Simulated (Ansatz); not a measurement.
# KBr: two-dimensional strain map

These are results of DFT PBE, scalar-relativistic, plane waves, PAW (Ansatz), not measurements. The runs took a 420 eV cutoff, a Γ-centred 6×6×6 mesh and Gaussian smearing (0.05 eV). No spin polarisation. Energies are free energies at this smearing, counted from the undisturbed cell; pressure is positive in compression.

The undisturbed cell (as given, not relaxed at this level; it stands at 0.8 GPa):

```yaml
crystal:
  lattice:
    - [0.00000, 3.29250, 3.29250]
    - [3.29250, 0.00000, 3.29250]
    - [3.29250, 3.29250, 0.00000]
  atoms:
    - { symbol: K, position: [0.00000, 0.00000, 0.00000] }
    - { symbol: Br, position: [0.50000, 0.50000, 0.50000] }
```

The cell is strained by p along both x and y and by q along z, fractional coordinates fixed. Points are written (p, q).

Energy above the undisturbed cell in meV/atom (a dash: not computed):

```csv
p \ q,-0.050,-0.025,0.000,0.025,0.050
-0.050,78.8,60.3,49.7,44.7,43.9
-0.025,?,25.5,16.3,12.7,13.2
0.000,23.3,7.8,0.0,?,?
0.025,16.7,2.7,-3.6,-4.3,?
0.050,19.3,6.8,2.0,2.8,7.4
```

(1) Fill in the withheld energies.

Answers

(1) (-0.025, -0.050): 42.5; (0.000, 0.025): -2.2; (0.000, 0.050): -0.3; (0.025, 0.050): -1.1.